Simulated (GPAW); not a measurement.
Write an ASE script for GPAW 26.7.0 that does the following.

```yaml
Task: band structure
Functional: r2SCAN
Potentials_or_basis: GPAW PAW data sets (gpaw-data 1.2.1)
Cutoff: 600 eV
Basis: pw
k_mesh: 5 × 5 × 3
Occupations: fermi-dirac, width 0.05 eV
Spin: no spin polarisation
Maxiter: 150
Band_path: GMKGALHA,LM,KH
Band_points: 80
```

The system is Si2W.

```xyz
9
Lattice="4.6169 0.0000 0.0000 -2.3084 3.9983 0.0000 0.0000 0.0000 6.6532" Properties=species:S:1:pos:R:3 pbc="T T T"
W     2.3084    0.0000    3.3266
W     1.1542    1.9992    5.5444
W    -1.1542    1.9992    1.1089
Si    1.1332    0.6542    1.1089
Si    3.4837    0.6542    5.5444
Si    0.0000    1.3085    3.3266
Si    1.1753    3.3441    1.1089
Si   -1.1753    3.3441    5.5444
Si    2.3084    2.6899    3.3266
```

Measurements of this composition are mostly on another form, of space group No. 139.

These files were run (other wordings do the same):

run.py

```python
from ase import Atoms
from ase.dft.bandgap import bandgap
from ase.io import write
from ase.units import GPa
from gpaw import GPAW, PW

atoms = Atoms(['W', 'W', 'W', 'Si', 'Si', 'Si', 'Si', 'Si', 'Si'],
              cell=[[4.6168523821, 0.0, 0.0],
                    [-2.3084261911, 3.9983114484, 0.0],
                    [0.0, 0.0, 6.653222]],
              scaled_positions=[[0.5, 0.0, 0.5],
                                [0.5, 0.5, 0.8333333333],
                                [0.0, 0.5, 0.1666666667],
                                [0.327252, 0.163626, 0.1666666667],
                                [0.836374, 0.163626, 0.8333333333],
                                [0.163626, 0.327252, 0.5],
                                [0.672748, 0.836374, 0.1666666667],
                                [0.163626, 0.836374, 0.8333333333],
                                [0.836374, 0.672748, 0.5]],
              pbc=True)

calc = GPAW(mode=PW(600),
            xc='MGGA_X_R2SCAN+MGGA_C_R2SCAN',
            kpts={'size': (5, 5, 3), 'gamma': True},
            occupations={'name': 'fermi-dirac', 'width': 0.05},
            nbands=59,
            convergence={'density': 1e-05, 'energy': 1e-05},
            maxiter=150,
            txt='gpaw.txt')
atoms.calc = calc
energy = atoms.get_potential_energy()
forces = atoms.get_forces()
stress = atoms.get_stress()
calc.write('gs.gpw')
write('result.traj', atoms)
print(f'Energy: {energy:.6f} eV')
print('Forces (eV/A):')
print(forces.round(4))
print('Stress (GPa):', (stress / GPa).round(3))
print('Fermi level:', round(calc.get_fermi_level(), 4), 'eV')
print(f'Gap: {bandgap(calc)[0]:.4f} eV, direct: {bandgap(calc, direct=True)[0]:.4f} eV')

path = atoms.cell.bandpath('GMKGALHA,LM,KH', npoints=80, eps=1e-4)
bs_calc = calc.fixed_density(kpts=path, symmetry='off', nbands=86,
                             convergence={'bands': 'CBM+6.0', 'eigenstates': 1e-6}, txt='bands.txt')
bs = bs_calc.band_structure()
bs.write('bs.json')
print(f'Gap on the path: {bandgap(bs_calc)[0]:.4f} eV')
```

Potentials or basis: GPAW PAW data sets (gpaw-data 1.2.1), pw.

The run is started by

```sh
$ OMP_NUM_THREADS=1 python run.py
```

Results of the run:

```json
{"Pressure": "-4.1 GPa", "Largest force": "0.012 eV/Å", "Band gap along the path": "0.14 eV, indirect (least direct gap 0.81 eV)"}
```

Caveat: the PAW data sets were made with another functional, which shifts forces and pressure a little; spin-orbit coupling is left out, which moves the levels of the heavy elements.

It took 20 min on 1 thread of Intel(R) Xeon(R) Processor @ 2.70GHz, on a shared host, peak memory 1 GiB.
